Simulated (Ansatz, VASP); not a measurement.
**Two plane-wave programs on Na3H**

```
Na H
1.0
     4.72109    0.00000    0.00000
     0.00000    4.72109    0.00000
     0.00000    0.00000    4.71702
Na H
3 1
Cartesian
  0.0000 2.3605 2.3585
  2.3605 0.0000 2.3585
  2.3605 2.3605 0.0000
  0.0000 0.0000 0.0000
```

Change from the starting cell: species swapped into the Cu3Pd type (P4/mmm, No. 123).

Alike in both runs: functional PBE; k mesh 10 × 10 × 10; occupations gaussian, width 0.1 eV; no spin polarisation.

Ansatz relaxed the structure, and its values are those at the end. VASP's run is a single point on that final structure, the one shown.

```csv
,VASP,Ansatz
version,VASP 6.6.1,Ansatz 0.2.0
potentials or method,"VASP PAW PBE potentials, release 64 (Na_pv, H)","scalar-relativistic, plane waves, PAW"
plane-wave cutoff (eV),520,420
valence electrons in the cell,22,28
```

```tsv
	VASP	Ansatz	Ansatz less VASP
gap on the k mesh at the Fermi level (eV)	none	none	-
pressure (GPa)	0.0	0.0	+0.02
```

A gap of «none» marks a metal or a gap that the smearing closes. With one functional, cell and mesh, what is left measures potentials, basis and numerics. The two sets of potentials don't hold the same shells in valence.
